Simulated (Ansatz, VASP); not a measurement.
Two plane-wave programs on TaN

```
Ta N
1.0
     0.00000    2.17900    2.17900
     2.17900    0.00000    2.17900
     2.17900    2.17900    0.00000
Ta N
1 1
Direct
  0.50000 0.50000 0.50000
  0.00000 0.00000 0.00000
```

Alike in both runs: task single point; functional PBE; k mesh 7 × 7 × 7; occupations gaussian, width 0.05 eV; collinear spin, ferromagnetic start; fixed moment 3 μB.

|  | VASP | Ansatz |
| --- | --- | --- |
| version | VASP 6.6.1 | Ansatz 0.2.0 |
| potentials or method | VASP PAW PBE potentials, release 64 (Ta_pv, N) | Ansatz PAW |
| plane-wave cutoff (eV) | 520 | 420 |
| valence electrons in the cell | 16 | 18 |

Ansatz gave:

```
gap on the k mesh at the Fermi level (eV)                     : none
net moment per atom (μB)                                      : 1.50
size of the moment on the site where the two differ most (μB) : 1.02
```

Question: What did VASP give for the same quantities?

Answer: gap on the k mesh at the Fermi level (eV): none; net moment per atom (μB): 1.50; size of the moment on the site where the two differ most (μB): 1.68.

Site moments also hang on the region over which each program counts them. A gap of «none» marks a metal or a gap that the smearing closes. The two sets of potentials don't hold the same shells in valence.

Caveats: the total moment is fixed, so each spin has its own Fermi level; the moment is held away from its start (VASP). Spin-orbit coupling is left out, which matters for the levels of Ta.
